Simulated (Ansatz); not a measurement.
# LiF: how the settings move a single-point run

How sensitive is a single-point run of LiF to its settings? A reference run comes first, then four runs with altered input. The cell is built on a prototype (NiAs type) and needn't be the phase found in nature.

Computed with Ansatz 0.2.0 (reference: DFT, HSE06, plane waves, PAW, unless a step's input says otherwise).

## Step 1: The system as given

Symmetry: P6_3/mmc, No. 194, hexagonal system. Conventional cell: a = 2.776 Å, b = 2.776 Å, c = 4.783 Å, α = 90.00°, β = 90.00°, γ = 120.00°. Li (site symmetry -3m) has 6 F at 2.00 Å as nearest neighbours. F (site symmetry -6m2) is surrounded by 6 Li at 2.00 Å.

As a file:

```cif
data_structure
_symmetry_space_group_name_H-M 'P6_3/mmc'
_symmetry_Int_Tables_number 194
_cell_length_a 2.7757
_cell_length_b 2.7757
_cell_length_c 4.7827
_cell_angle_alpha 90.000
_cell_angle_beta 90.000
_cell_angle_gamma 120.000
_cell_volume 31.91
loop_
_atom_site_label
_atom_site_type_symbol
_atom_site_symmetry_multiplicity
_atom_site_Wyckoff_symbol
_atom_site_fract_x
_atom_site_fract_y
_atom_site_fract_z
_atom_site_occupancy
Li1 Li 2 a 0.00000 0.00000 0.00000 1
F1 F 2 c 0.33333 0.66667 0.25000 1
```

## Step 2: The reference run

input.yaml

```yaml
crystal:
  lattice:
    - [2.7757075659, 0.0, 0.0]
    - [-1.3878537829, 2.4038332655, 0.0]
    - [0.0, 0.0, 4.782693844]
  atoms:
    - { symbol: Li, position: [0.0, 0.0, 0.0] }
    - { symbol: Li, position: [0.0, 0.0, 0.5] }
    - { symbol: F, position: [0.3333333333, 0.6666666667, 0.25] }
    - { symbol: F, position: [0.6666666667, 0.3333333333, 0.75] }
kpoints:
  mp_grid: { grid: [6, 6, 2] }
hamiltonian:
  xc: hse06
scf:
  occupations: { method: fixed }
  n_extra_bands: 5
output:
  forces: true
  stress: true
  eigenvalues: true
```

Command:

```console
$ ansatz run input.yaml --threads 4 --pin off --max-ram 3686MiB --backend cpu --events-out ev --progress --plain --runs-dir out
```

## Step 3: Variant: mp_grid.grid [9, 9, 4], xc pbe

input.yaml, as its differences from that of step 2:

```diff
@@ -11,5 +11,5 @@
 kpoints:
-  mp_grid: { grid: [6, 6, 2] }
+  mp_grid: { grid: [9, 9, 4] }
 hamiltonian:
-  xc: hse06
+  xc: pbe
 scf:
```

## Step 4: Changing settings: exchange pbe, correlation pbe, coeff 0.35, omega 0.5

input.yaml, as its differences from that of step 2:

```diff
@@ -13,3 +13,3 @@
 hamiltonian:
-  xc: hse06
+  xc: { exchange: pbe, correlation: pbe, exx: { coeff: 0.35, omega: 0.5 } }
 scf:
```

## Step 5: Variant: singularity none

input.yaml, as its differences from that of step 2:

```diff
@@ -17,2 +17,3 @@
   n_extra_bands: 5
+  exx: { singularity: none }
 output:
```

## Step 6: Variant: xc_grid 3

input.yaml, as its differences from that of step 2:

```diff
@@ -21 +21,3 @@
   eigenvalues: true
+basis:
+  xc_grid: 3
```

What does the calculation give? Wanted: for each run, ending; energy change; pressure; gap; force.

**Answer**, as computed:

| run | ending | energy change | pressure (GPa) | gap (eV) | force (eV/Å) | cycles | time |
| --- | --- | --- | --- | --- | --- | --- | --- |
| reference | converged | 0 | 1.2 | 11.54 | 0.00 | 12 | 5.4 s |
| 1: mp_grid.grid [9, 9, 4], xc pbe | converged | not comparable | 4.4 | 9.21 | 0.00 | 6 | 0.61 s |
| 2: exchange pbe, correlation pbe, coeff 0.35, omega 0.5 | converged | not comparable | 0.2 | 11.35 | 0.00 | 13 | 5.6 s |
| 3: singularity none | converged | - | 0.6 | 11.54 | 0.00 | 12 | 5.2 s |
| 4: xc_grid 3 | converged | 0.0 meV/atom | 1.2 | 11.54 | 0.00 | 12 | 5.5 s |

Residual by cycle in the longest SCF loop of each run; runs are numbered as in the table. The quantity is the density residual dr2, in eV.

| cycle | reference | run 1 | run 2 | run 3 | run 4 |
| --- | --- | --- | --- | --- | --- |
| 1 | 0.0208 | 4.4e-5 | 0.0378 | 0.0208 | 0.0209 |
| 2 | 0.00244 | 1.7e-5 | 0.00433 | 0.00244 | 0.00243 |
| 3 | 8.9e-4 | 4.4e-5 | 0.00146 | 9.0e-4 | 8.9e-4 |
| 4 | 9.9e-5 | 3.3e-6 | 1.9e-4 | 9.8e-5 | 9.9e-5 |
| 5 | 1.1e-5 | 4.0e-8 | 2.1e-5 | 1.1e-5 | 1.1e-5 |
| 6 | 1.7e-5 | 3.0e-10 | 3.8e-5 | 1.7e-5 | 1.7e-5 |
| 7 | 3.8e-7 | - | 8.0e-7 | 3.8e-7 | 3.8e-7 |

**Reading.** «xc_grid 3» leaves the energy as it was. Of the variants the dearest is «exchange pbe, correlation pbe, coeff 0.35, omega 0.5» (5.6 s), the cheapest «mp_grid.grid [9, 9, 4], xc pbe» (0.61 s), on a shared host.
